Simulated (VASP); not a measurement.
Wanted: the native input for a VASP 6.6.1 run.

```
Task                   : relaxation of cell and atoms
Functional             : r2SCAN
Dispersion             : D3(BJ)
Potentials or basis    : VASP PAW PBE potentials, release 64 (Al, N)
Cutoff                 : 600 eV
k mesh                 : 9 × 9 × 7
Occupations            : gaussian, width 0.05 eV
Spin                   : no spin polarisation
Further INCAR settings : ALGO = Normal; EDIFF = 1e-06; IBRION = 2; EDIFFG = -0.01; NSW = 60; ISIF = 3
```

The structure of AlN lies in POSCAR:

```
AlN
1.0
    3.3121157418      0.0000000000      0.0000000000
   -1.6560578709      2.8683763727      0.0000000000
    0.0000000000      0.0000000000      4.1875630000
Al N
2 2
Direct
    0.6666666667      0.3333333333      0.2500000000
    0.3333333333      0.6666666667      0.7500000000
    0.6666666667      0.3333333333      0.7500000000
    0.3333333333      0.6666666667      0.2500000000
```

Measurements of this composition are mostly on another form, of space group No. 186.

The input as run:

INCAR

```
SYSTEM = AlN
ALGO = Normal ; EDIFF = 1E-6
EDIFFG = -0.01 ; ENCUT = 600
IBRION = 2 ; ISIF = 3
ISMEAR = 0 ; IVDW = 12
LASPH = .True. ; LCHARG = .False.
LMIXTAU = .True. ; LREAL = .False.
LWAVE = .False. ; METAGGA = R2SCAN
NELM = 100 ; NSW = 60
PREC = Accurate ; SIGMA = 0.05
VDW_A1 = 0.49484001 ; VDW_A2 = 5.73083694
VDW_S6 = 1.0 ; VDW_S8 = 0.78981345
```

KPOINTS

```
k-points
0
Gamma
  9 9 7
  0 0 0
```

Potentials or basis: VASP PAW PBE potentials, release 64 (Al, N).

The run is started by

```bash
$ cat potpaw_PBE.64/Al/POTCAR potpaw_PBE.64/N/POTCAR > POTCAR
$ mpirun -np 1 vasp_std > vasp.out
```

It gave:

```json
{
  "Relaxed volume": "9.59 Å³/atom",
  "Relaxed cell": "a = 3.282 Å, b = 3.282 Å, c = 4.113 Å, α = 90.00°, β = 90.00°, γ = 120.00°",
  "Space group after relaxing (to 0.05 Å)": "P6_3/mmc (No. 194)",
  "Energy gained by relaxing": "8.9 meV/atom",
  "Ionic steps": "5",
  "Pressure after relaxing": "0.0 GPa",
  "Band gap on the k mesh": "4.16 eV, direct",
  "Dispersion energy per atom": "-0.138 eV"
}
```

Caveat: the PAW data sets were made with another functional, which shifts forces and pressure a little; an odd mesh through Γ misses points on the zone boundary, where band edges often lie.

Run time: 3.1 min on 1 thread of Intel(R) Xeon(R) 6975P-C (Granite Rapids) (shared host), peak memory 0.19 GiB.
